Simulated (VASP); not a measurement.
Input of a VASP 6.6.1 run:

INCAR

```
PREC = Accurate
ENCUT = 600
EDIFF = 1E-7
ISMEAR = 0
SIGMA = 0.03
LREAL = False
LASPH = True
NELM = 80
ALGO = Normal
ISIF = 3
LWAVE = False
LCHARG = False
IBRION = 2
NSW = 90
EDIFFG = -0.005
```

Contents of KPOINTS:

```
regular mesh
0
Gamma
  10 10 10
```

The input POSCAR:

```
InSb                                    
1.0
    0.0000000000      3.2274776889      3.2274776889
    3.2274776889     -0.0000000000      3.2274776889
    3.2274776889      3.2274776889      0.0000000000
  In              Sb            
     1     1
Direct
     0.0000000000000000    0.0000000000000000    0.0000000000000000
     0.2500000000000000    0.2500000000000000    0.2500000000000000
```

Potentials or basis: VASP PAW LDA potentials, release 64 (In_d, Sb).

Launch:

```sh
$ cat potpaw_LDA.64/In_d/POTCAR potpaw_LDA.64/Sb/POTCAR > POTCAR
$ mpirun -np 1 vasp_std > vasp.out
```

Problem. What does it give for the band gap on the k mesh?

Solution. None (metal or under the smearing width).

Final structure:
```cif
data_structure
_symmetry_space_group_name_H-M 'P 1'
_symmetry_Int_Tables_number 1
_cell_length_a 4.5643
_cell_length_b 4.5643
_cell_length_c 4.5643
_cell_angle_alpha 60.000
_cell_angle_beta 60.000
_cell_angle_gamma 60.000
_cell_volume 67.24
loop_
_atom_site_label
_atom_site_type_symbol
_atom_site_fract_x
_atom_site_fract_y
_atom_site_fract_z
_atom_site_occupancy
In1 In 0.00000 0.00000 0.00000 1
Sb1 Sb 0.25000 0.25000 0.25000 1
```

Caveat: the relaxation stopped at its first step, so nothing moved; this crystal is a semiconductor, whose small gap the functional closes, so the metal is an error of the method. The run has no spin-orbit coupling, so splittings on Sb are missing.
